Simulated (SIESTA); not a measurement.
The system is TaS2.

```xyz
3
Lattice="3.3500 0.0000 0.0000 -1.6750 2.9012 0.0000 0.0000 0.0000 5.8600" Properties=species:S:1:pos:R:3 pbc="T T T"
Ta    0.0000    0.0000    0.0000
S     1.6750    0.9671    4.3950
S     0.0000    1.9341    1.4650
```

Base run:

* Program: SIESTA 5.4.2
* Functional: vdW-DF
* Potentials or basis: PseudoDojo 0.4 standard (PBE files)
* Basis: DZP (energy shift 0.003 Ry; two zetas on semicore shells)
* Grid cutoff: 800 Ry
* Energy shift: 0.003 Ry
* k mesh: 9 × 9 × 5
* Occupations: fermi-dirac, width 0.05 eV
* Spin: no spin polarisation

Its results: band gap on the k mesh none (metal or under the smearing width); pressure 14.8 GPa; largest force 1.777 eV/Å.

Problem. The run is repeated on the same cell with these changes: functional from vdW-DF to vdW-DF-cx. What comes out?

Solution. Band gap on the k mesh none (metal or under the smearing width); pressure 7.0 GPa; largest force 1.453 eV/Å.

Caveats: short orbitals over semicore shells can move pressures by several GPa; the potentials were made for another functional, which shifts forces and pressure; spin-orbit coupling is left out, which moves the levels of the heavy elements; the basis of atomic orbitals isn't converged, which shifts pressures, moduli and gaps.
